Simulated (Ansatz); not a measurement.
LiH: strain and displacement

```
CELL_PARAMETERS angstrom
0.00000 2.03250 2.03250
2.03250 0.00000 2.03250
2.03250 2.03250 0.00000
ATOMIC_POSITIONS crystal
Li 0.00000 0.00000 0.00000
H 0.50000 0.50000 0.50000
```

Atoms are numbered in the order listed.

Conventional cell: a = 4.065 Å, b = 4.065 Å, c = 4.065 Å, α = 90.00°, β = 90.00°, γ = 90.00°. Li (atom 1) has 6 H at 2.03 Å as nearest neighbours. H (atom 2) is surrounded by 6 Li at 2.03 Å.

The geometry is COD entry 1010896, unchecked; take it as a test cell. It differs from other determinations.

Computed with Ansatz 0.2.0, DFT, LDA, all-electron PAW with datasets made for the crystal, scalar-relativistic.

Settings: a Γ-centred 11×11×11 k mesh, Fermi–Dirac smearing of 0.03 eV, cutoff 200 eV (chosen by the program for this cell), no spin polarisation.

The unchanged cell is at -3.92 GPa.

Semilocal functionals give too small gaps.

x, y and z are the Cartesian axes of the cell as listed; fractional coordinates follow a strain, and an engineering shear is twice the off-diagonal strain component.

Vzz stands for the principal value of largest size of the field-gradient tensor, whatever its axis.

With equal xy, yz and zx engineering shear strains of -2 %: energy change +1 meV/atom; stress change (xx, yy, zz, yz, xz, xy) 0.00, 0.00, 0.00, 0.88, 0.88, 0.88 GPa, compression positive; Vzz in 10²¹ V/m²: Li1 0 → 0.01 (η = 0.00), H2 0 → -0.02 (η = 0.00); gap on the k mesh 2.85 → 2.83 eV.

With equal xy, yz and zx engineering shear strains of -1 %: energy change under 1 meV/atom; stress change (xx, yy, zz, yz, xz, xy) -0.01, -0.01, -0.01, 0.45, 0.45, 0.45 GPa, compression positive; Vzz in 10²¹ V/m²: Li1 0 → 0.01 (η = 0.00), H2 0 → -0.01 (η = 0.00); gap on the k mesh 2.85 → 2.84 eV.

With equal xy, yz and zx engineering shear strains of +1 %: energy change under 1 meV/atom; stress change (xx, yy, zz, yz, xz, xy) 0.00, 0.00, 0.00, -0.46, -0.46, -0.46 GPa, compression positive; Vzz in 10²¹ V/m²: Li1 0 → -0.01 (η = 0.00), H2 0 → 0.01 (η = 0.00); gap on the k mesh 2.85 → 2.84 eV.

(1) With this change (equal xy, yz and zx engineering shear strains of +2 %), what becomes of the energy and stress and field gradients and gap?

## Answers

(1) Energy change +1 meV/atom; stress change (xx, yy, zz, yz, xz, xy) 0.01, 0.01, 0.01, -0.94, -0.94, -0.94 GPa, compression positive; Vzz in 10²¹ V/m²: Li1 0 → -0.01 (η = 0.00), H2 0 → 0.02 (η = 0.00); gap on the k mesh 2.85 → 2.83 eV.
